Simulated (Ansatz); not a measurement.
An input for Ansatz 0.2.0 (V):

The input run.py:

```python
import json

import ase.io
import numpy as np

import ansatz as az

atoms = ase.io.read("V.cif")
atoms.info.pop("occupancy", None)
atoms.set_initial_magnetic_moments([2.0])

calculation = (
    az.Crystal.from_ase(atoms)
    .calculation()
    .kpoints(12, 12, 12)
    .functional("r2scan", dispersion="rvv10")
    .pseudopotentials(kind="nc", source="spms")
    .spin("collinear")
    .scf(extra_bands=6)
    .occupations(method="ismear0")
    .density_of_states(energy_step=0.05, projected=False, nscf_kmesh=(18, 18, 18))
    .forces()
    .stress()
)
outcome = calculation.run(threads=2, events_out="events.jsonl")

report = outcome.report
for line in open("events.jsonl"):
    event = json.loads(line)
    if event["event"] == "scf_iter":
        d = event["data"]
        print(f"SCF {d['iter']:3d}  HF = {d['harris_foulkes_ev']:.6f} eV  dr2 = {d['dr2_ev']:.2e} eV")
    elif event["event"] in ("relax_step", "md_step"):
        d = event["data"]
        print(f"{event['event']} {d['step']:3d}  E = {d['lagrangian_ev']:.6f} eV")
np.set_printoptions(precision=5, suppress=True, linewidth=110)
print("converged:", report["converged"], "after", report["n_iterations"], "iterations")
print(f"free energy {report['free_energy_ev']:.6f} eV, Fermi level {report['fermi_energy_ev']:.4f} eV")
for key in ("band_edges_ev", "magnetization_mub", "site_moments_mub", "site_moments_nc_mub", "forces_ev_ang",
                "stress_gpa"):
    if report.get(key) is not None:
        print(key, np.array(report[key]), sep="\n")
```

File V.cif:

```cif
data_V
_cell_length_a 2.62293114
_cell_length_b 2.62293114
_cell_length_c 2.62293114
_cell_angle_alpha 109.47122063
_cell_angle_beta 109.47122063
_cell_angle_gamma 109.47122063
_space_group_name_H-M_alt 'P1'
_space_group_name_Hall 'P 1'
_space_group_IT_number 1
loop_
_space_group_symop_operation_xyz
'x,y,z'
loop_
_atom_site_label
_atom_site_type_symbol
_atom_site_symmetry_multiplicity
_atom_site_Wyckoff_symbol
_atom_site_fract_x
_atom_site_fract_y
_atom_site_fract_z
_atom_site_occupancy
V1 V 1 a 0.0000000000 0.0000000000 0.0000000000 1
```

Potentials or basis: SPMS NC.

The run is started by

```console
$ python run.py
```

Task: How does this run end?

Result: The run stopped without a result. It printed:

Output:

```text
Traceback (most recent call last):
  File "run.py", line 20, in <module>
  [frames inside libraries left out]
ansatz.errors.InputError: .occupations('ismear0'): not one of fermi_dirac, gaussian, methfessel_paxton, cold, fixed, tetrahedron, tetrahedron_uncorrected, explicit  [scf.occupations.method]
```
